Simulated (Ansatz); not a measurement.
Program: Ansatz. Geometries: PBE0-D4/def2-TZVP. ΔE: electronic, gas phase. CCSD(T)/CBS adds triple-zeta CCSD(T) − MP2 to the extrapolated MP2 energy (def2 sets, frozen cores). This one scheme is used for every species. Open shells (•) are unrestricted, without spin–orbit coupling. One conformer a species, not always the lowest.

Consider the hydrogen abstraction from the Si–H bond: `O[SiH2][SiH](O)F` + `F[C](F)F`• → `O[SiH][SiH](O)F`• + `FC(F)F`.

`O[SiH2][SiH](O)F`:

```xyz
10

O     0.958   -1.354    0.629
Si   -0.130   -0.200    1.129
Si   -0.543    0.873   -0.922
O     0.704    0.457   -1.895
F    -1.933    0.340   -1.515
H     1.291   -1.983    1.271
H     0.478    0.706    2.147
H    -1.332   -0.822    1.753
H    -0.638    2.349   -0.925
H     1.145   -0.367   -1.671
```

`F[C](F)F`•:

Z-matrix (Å, degrees):
```
C
F 1 1.313
F 1 1.313 2 111.4
F 1 1.313 2 111.4 3 125.1
```

`O[SiH][SiH](O)F`•:

```xyz
9

O    -1.514   -0.823   -0.720
Si    0.130   -1.088   -0.805
Si    0.951    0.764    0.383
O    -0.252    1.869    0.330
F     1.304    0.369    1.895
H    -2.100   -1.559   -0.904
H     0.458   -2.449   -0.274
H     2.169    1.399   -0.161
H    -1.145    1.519    0.257
```

`FC(F)F`:

Cartesian coordinates in Å:
```
F 1.180 -0.135 0.556
C -0.006 0.057 -0.017
F -0.104 -0.755 -1.068
F -0.956 -0.267 0.858
H -0.114 1.099 -0.329
```

```csv
species,CCSD(T)/CBS(def2) energy (Eh)
`O[SiH2][SiH](O)F`,-831.46372
`F[C](F)F`•,-337.34656
`O[SiH][SiH](O)F`•,-830.81238
`FC(F)F`,-338.02896
```

Q: Work out ΔE.

A: ΔE = (-830.81238) + (-338.02896) − (-831.46372) − (-337.34656) = -0.03106 Eh = -81.5 kJ/mol.

Largest T1 diagnostic among the species: 0.015.

In def2-TZVPP, CCSD(T) changes the Hartree–Fock value by −23.4 kJ/mol (the triples alone add −1.9 kJ/mol) and MP2 by −26.8 kJ/mol.
